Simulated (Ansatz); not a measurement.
# SrTiO3: the cost of one run

Method: DFT PBE, scalar-relativistic, plane waves, PAW, in Ansatz 0.2.0.

18 further runs of the same task are left out: 1 for a known fault of the program, 17 set aside as unsound or not needed.

**1. The starting structure**

The structure is tetragonal, space group I4/mcm (No. 140). Conventional cell: a = 5.555 Å, b = 5.555 Å, c = 7.893 Å, α = 90.00°, β = 90.00°, γ = 90.00°. Sr (site symmetry -42m) is surrounded by 12 O at 2.67 to 2.91 Å. Ti (site symmetry 4/m) is surrounded by 6 O at 1.97 Å. Around O (site symmetry 422) lie 2 Ti at 1.97 Å and 4 Sr at 2.78 Å. O (site symmetry m2m) has 2 Ti at 1.97 Å and 2 Sr at 2.67 Å as nearest neighbours.

Coordinates:

```
CELL_PARAMETERS angstrom
-2.77758 2.77758 3.94673
2.77758 -2.77758 3.94673
2.77758 2.77758 -3.94673
ATOMIC_POSITIONS crystal
Sr 0.75000 0.25000 0.50000
Sr 0.25000 0.75000 0.50000
Ti 0.00000 0.00000 0.00000
Ti 0.50000 0.50000 0.00000
O 0.25000 0.25000 0.00000
O 0.75000 0.75000 0.00000
O 0.72808 0.22808 0.95616
O 0.22808 0.27192 0.50000
O 0.27192 0.77192 0.04384
O 0.77192 0.72808 0.50000
```

This cell was relaxed beforehand with the same method: volume 12.18 Å³/atom, gap on the mesh 1.93 eV.

**2. What is varied**

The energy is mapped over two homogeneous strains (x along [1 0 0], y along [0 1 0], z along [0 0 1] of the conventional cell).

- equal engineering shear yz, xz and xy: 7 values from −4.00 to 4.00 %
- equal normal strain along x, y and z: 7 values from −3 to 3 %

Nothing else is relaxed (fractional coordinates fixed). Energies count from the relaxed crystal. Points are written as (first, second).

**3. The run at (−4.00 %, 0 %)**

Contents of input.yaml:

```yaml
crystal:
  lattice:
    - [-2.9120639024, 2.7541948061, 3.9467274087]
    - [2.7541948061, -2.9120639024, 3.9467274087]
    - [2.8009607905, 2.8009607905, -4.0578305206]
  atoms:
    - { symbol: Sr, position: [0.75, 0.25, 0.5] }
    - { symbol: Sr, position: [0.25, 0.75, 0.5] }
    - { symbol: Ti, position: [0.0, 0.0, 0.0] }
    - { symbol: Ti, position: [0.5, 0.5, 0.0] }
    - { symbol: O, position: [0.25, 0.25, 0.0] }
    - { symbol: O, position: [0.75, 0.75, 0.0] }
    - { symbol: O, position: [0.7280787197, 0.2280787197, 0.9561574394] }
    - { symbol: O, position: [0.2280787197, 0.2719212803, 0.5] }
    - { symbol: O, position: [0.2719212803, 0.7719212803, 0.0438425606] }
    - { symbol: O, position: [0.7719212803, 0.7280787197, 0.5] }
basis:
  ecutwfc: 520.0
kpoints:
  mp_grid: { grid: [8, 8, 8] }
hamiltonian:
  xc: pbe
  pseudopotentials: { kind: paw, azcp: { folder: soft_1 } }
scf:
  occupations: { method: gaussian, width: 0.05 }
output:
  forces: true
  stress: true
  eigenvalues: true
  write_density: true
  write_potential: true
  elf: true
  volumetric_format: npy
```

Launch:

```
ansatz run input.yaml --threads 4 --pin off --max-ram 8192MiB --backend cpu --events-out ev --progress --plain --runs-dir out
```

**Question.** How long does this run take on 4 threads of Intel Xeon Platinum 8488C (Sapphire Rapids), shared host, and how much memory does it need?

About 18 s, with a peak of 1.2 GiB.
